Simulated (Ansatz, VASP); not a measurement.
**Two plane-wave programs on HfC**

```
Hf C
1.0
     0.00000    2.34040    2.34040
     2.34040    0.00000    2.34040
     2.34040    2.34040    0.00000
Hf C
1 1
Direct
  0.50000 0.50000 0.50000
  0.00000 0.00000 0.00000
```

Alike in both runs: task single point; functional LDA; k mesh 10 × 10 × 10; occupations fermi-dirac, width 0.05 eV; no spin polarisation.

```csv
,VASP,Ansatz
version,VASP 6.6.1,Ansatz 0.2.0
potentials or method,"VASP PAW LDA potentials, release 64 (Hf_pv, C)",Ansatz PAW
plane-wave cutoff (eV),520,420
valence electrons in the cell,14,30
```

Ansatz gave:

* gap on the k mesh at the Fermi level (eV): none
* pressure (GPa): -15.9

Q: Which values does VASP return?

A: gap on the k mesh at the Fermi level (eV): none; pressure (GPa): -15.7.

A gap of «none» marks a metal or a gap that the smearing closes. The two sets of potentials don't hold the same shells in valence.

Caveats: so large a pressure means that the cell lies far from this level's equilibrium, or that cutoff or potentials fall short (VASP); the PAW data sets come from PBE, with cores solved anew for the run's functional, which leaves a small shift of forces and pressure (Ansatz). The runs have no spin-orbit coupling, so splittings on Hf are missing.
